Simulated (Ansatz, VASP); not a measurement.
# One calculation of Tl, two programs

Contents of INCAR:

```
PREC     = Accurate       # precision mode
ENCUT    = 520            # plane-wave cutoff, eV
EDIFF    = 1E-6           # SCF threshold, eV
ISMEAR   = -1             # smearing method
SIGMA    = 0.08           # smearing width, eV
LREAL    = F              # projectors in reciprocal space
LASPH    = T              # aspherical terms in the spheres
NELM     = 100            # most SCF steps
ALGO     = Normal         # electronic algorithm
ISIF     = 2              # what is computed and relaxed
LWAVE    = F              # write WAVECAR
LCHARG   = F              # write CHGCAR
GGA      = PE             # functional
NBANDS   = 12             # bands
```

File KPOINTS:

```
Automatic mesh
0
Gamma
  15 15 15
```

File POSCAR:

```
Tl
1.0
   -1.9206857902      1.9206857902      1.9206857902
    1.9206857902     -1.9206857902      1.9206857902
    1.9206857902      1.9206857902     -1.9206857902
Tl
1
Direct
    0.0000000000      0.0000000000      0.0000000000
```

Input for Ansatz:

```yaml
crystal:
  lattice:
    - [-1.9206857902, 1.9206857902, 1.9206857902]
    - [1.9206857902, -1.9206857902, 1.9206857902]
    - [1.9206857902, 1.9206857902, -1.9206857902]
  atoms:
    - { symbol: Tl, position: [0.0, 0.0, 0.0] }
kpoints:
  mp_grid: { grid: [15, 15, 15] }
scf:
  occupations: { method: fermi_dirac, width: 0.08 }
hamiltonian:
  xc: pbe
  pseudopotentials: { kind: paw }
output:
  forces: true
  stress: true
  eigenvalues: true
  populations: true
```

Change from the starting cell: volume scaled by 0.9, PAW files.

Alike in both runs: task single point; functional PBE; k mesh 15 × 15 × 15; occupations fermi-dirac, width 0.08 eV; no spin polarisation.

```csv
,VASP,Ansatz
version,VASP 6.6.1,Ansatz 0.2.0
potentials or method,"VASP PAW PBE potentials, release 64 (Tl_d)","PAW with Ansatz's default frozen-core files, scalar-relativistic"
plane-wave cutoff (eV),520,420
valence electrons in the cell,13,13
```

|  | VASP | Ansatz | Ansatz less VASP |
| --- | --- | --- | --- |
| pressure (GPa) | 3.6 | 3.6 | +0.07 |

The runs have no spin-orbit coupling, so splittings on Tl are missing.
